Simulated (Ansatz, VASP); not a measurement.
Given: the input of a run of Ansatz 0.2.0 on NaI. 

File input.yaml:

```yaml
crystal:
  lattice:
    - [0.0, 3.2364, 3.2364]
    - [3.2364, 0.0, 3.2364]
    - [3.2364, 3.2364, 0.0]
  atoms:
    - { symbol: I, position: [0.5, 0.5, 0.5] }
    - { symbol: Na, position: [0.0, 0.0, 0.0] }
kpoints:
  mp_grid: { grid: [7, 7, 7] }
scf:
  occupations: { method: gaussian, width: 0.1 }
hamiltonian:
  xc: pbe
  pseudopotentials: { kind: all_electron, lapw: { basis_error: 0.001 } }
output:
  forces: true
  stress: true
  eigenvalues: true
```

Potentials or basis: all-electron LAPW, scalar-relativistic.

Command:

```sh
$ ansatz run input.yaml --threads 1 --pin off --max-ram 3072MiB --backend cpu --events-out ev --progress --plain --runs-dir out
```

Q: Set up the same calculation for VASP 6.6.1. Potentials or basis there: PBE PAW files I, Na_pv, 520 eV.

A: As run (cutoffs and basis follow the program's own potentials, and thresholds, step limits or extra output files can differ):

INCAR

```
PREC = Accurate
ENCUT = 520
EDIFF = 1E-6
ISMEAR = 0
SIGMA = 0.1
LREAL = F
LASPH = T
NELM = 60
ALGO = Normal
ISIF = 2
LWAVE = F
LCHARG = F
GGA = PE
NBANDS = 14
```

KPOINTS

```
regular mesh
0
Gamma
  7 7 7
```

POSCAR

```
NaI
1.0
    0.0000000000      3.2364000000      3.2364000000
    3.2364000000      0.0000000000      3.2364000000
    3.2364000000      3.2364000000      0.0000000000
I Na
1 1
Cartesian
    3.2364000000      3.2364000000      3.2364000000
    0.0000000000      0.0000000000      0.0000000000
```

Potentials or basis: VASP PAW PBE potentials, release 64 (I, Na_pv).

Run with:

```bash
$ cat potpaw_PBE.64/I/POTCAR potpaw_PBE.64/Na_pv/POTCAR > POTCAR
$ mpirun -np 1 vasp_std > vasp.out
```

Both were run:

|  | Ansatz | VASP |
| --- | --- | --- |
| Pressure | 0.4 GPa | 0.4 GPa |

Where Ansatz's input types no cutoff or centring, it takes its own default and a Γ-centred mesh.

Pressure is positive in compression.
